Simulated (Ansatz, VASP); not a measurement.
Given: the input of a run of VASP 6.6.1 on Mg (Magnesium). 

Contents of INCAR:

```
ALGO = Fast
EDIFF = 1E-7
EDIFFG = -0.01
ENCUT = 600
GGA = RE
IBRION = 2
ISIF = 3
ISMEAR = -1
LASPH = T
LCHARG = F
LREAL = F
LWAVE = F
NELM = 80
NSW = 60
PREC = Accurate
SIGMA = 0.05
```

KPOINTS

```
k-points
0
Gamma
  10 10 5
```

POSCAR

```
Mg
1.0
    3.2093000000      0.0000000000      0.0000000000
   -1.6046500000      2.7793353284      0.0000000000
    0.0000000000      0.0000000000      5.2103000000
Mg
2
Direct
    0.6666666667      0.3333333333      0.7500000000
    0.3333333333      0.6666666667      0.2500000000
```

Potentials or basis: VASP PAW PBE potentials, release 64 (Mg).

Command:

```bash
$ cat potpaw_PBE.64/Mg/POTCAR > POTCAR
$ mpirun -np 1 vasp_std > vasp.out
```

Task: What does the same run look like in Ansatz 0.2.0? Potentials or basis there: Ansatz PAW, cutoff 420 eV.

Result: As run (cutoffs and basis follow the program's own potentials, and thresholds, step limits or extra output files can differ):

The input input.yaml:

```yaml
crystal:
  lattice:
    - [3.2093, 0.0, 0.0]
    - [-1.60465, 2.7793353284, 0.0]
    - [0.0, 0.0, 5.2103]
  atoms:
    - { symbol: Mg, position: [0.6666666667, 0.3333333333, 0.75] }
    - { symbol: Mg, position: [0.3333333333, 0.6666666667, 0.25] }
hamiltonian:
  xc: revpbe
  pseudopotentials: { kind: paw }
kpoints:
  mp_grid: { grid: [10, 10, 5] }
scf:
  occupations: { method: fermi_dirac, width: 0.05 }
output:
  forces: true
  stress: true
  eigenvalues: true
relax:
  f_tol: 0.01
  max_steps: 40
  cell: { stress_tol: 0.05 }
```

Potentials or basis: Ansatz PAW.

Run with:

```bash
$ ansatz run input.yaml --threads 2 --pin off --max-ram 5632MiB --backend cpu --events-out ev --progress --plain --runs-dir out
```

Both were run:

|  | VASP | Ansatz |
| --- | --- | --- |
| Relaxed volume | 23.52 Å³/atom | 23.65 Å³/atom |
| Relaxed cell | a = 3.191 Å, b = 3.191 Å, c = 5.335 Å, α = 90.00°, β = 90.00°, γ = 120.00° | a = 3.197 Å, b = 3.197 Å, c = 5.345 Å, α = 90.00°, β = 90.00°, γ = 120.00° |
| Space group after relaxing | P6_3/mmc (No. 194) | P6_3/mmc (No. 194) |
| Pressure after relaxing | 0.0 GPa | 0.0 GPa |

Ansatz's pressure holds a Pulay term of +0.00 GPa for its cutoff of 420 eV, which the other run lacks.

The potentials hold 4 and 20 valence electrons a cell.

VASP's potentials were made for PBE. Ansatz's potentials were made for PBE.

Where Ansatz's input types no cutoff or centring, it takes its own default and a Γ-centred mesh.

Pressure is positive in compression.
